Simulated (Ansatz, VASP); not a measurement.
## Two plane-wave programs on Be

INCAR

```
PREC = Accurate
ENCUT = 520
EDIFF = 1E-6
ISMEAR = 0
SIGMA = 0.1
LREAL = False
LASPH = True
NELM = 60
ALGO = Normal
ISIF = 2
LWAVE = False
LCHARG = False
GGA = PE
NBANDS = 7
```

File KPOINTS:

```
Automatic mesh
0
Gamma
  16 16 16
```

Contents of POSCAR:

```
Be
1.0
    0.0000000000      2.2276715533      2.2276715533
    2.2276715533      0.0000000000      2.2276715533
    2.2276715533      2.2276715533      0.0000000000
Be
1
Direct
    0.0000000000      0.0000000000      0.0000000000
```

Input for Ansatz:

```yaml
crystal:
  lattice:
    - [0.0, 2.2276715533, 2.2276715533]
    - [2.2276715533, 0.0, 2.2276715533]
    - [2.2276715533, 2.2276715533, 0.0]
  atoms:
    - { symbol: Be, position: [0.0, 0.0, 0.0] }
basis:
  ecutwfc: 420
kpoints:
  mp_grid: { grid: [16, 16, 16] }
hamiltonian:
  xc: pbe
scf:
  occupations: { method: gaussian, width: 0.1 }
output:
  forces: true
  stress: true
  eigenvalues: true
```

Alike in both runs: task single point; functional PBE; k mesh 16 × 16 × 16; occupations gaussian, width 0.1 eV; no spin polarisation.

```csv
,VASP,Ansatz
version,VASP 6.6.1,Ansatz 0.2.0
potentials or method,"VASP PAW PBE potentials, release 64 (Be)","scalar-relativistic, plane waves, PAW"
plane-wave cutoff (eV),520,420
valence electrons in the cell,2,2
```

|  | VASP | Ansatz | Ansatz less VASP |
| --- | --- | --- | --- |
| gap on the k mesh at the Fermi level (eV) | none | none | - |
| pressure (GPa) | -19.2 | -19.2 | 0.00 |

A gap of «none» marks a metal or a gap that the smearing closes.

Caveats: so large a pressure means that the cell lies far from this level's equilibrium, or that cutoff or potentials fall short (VASP).
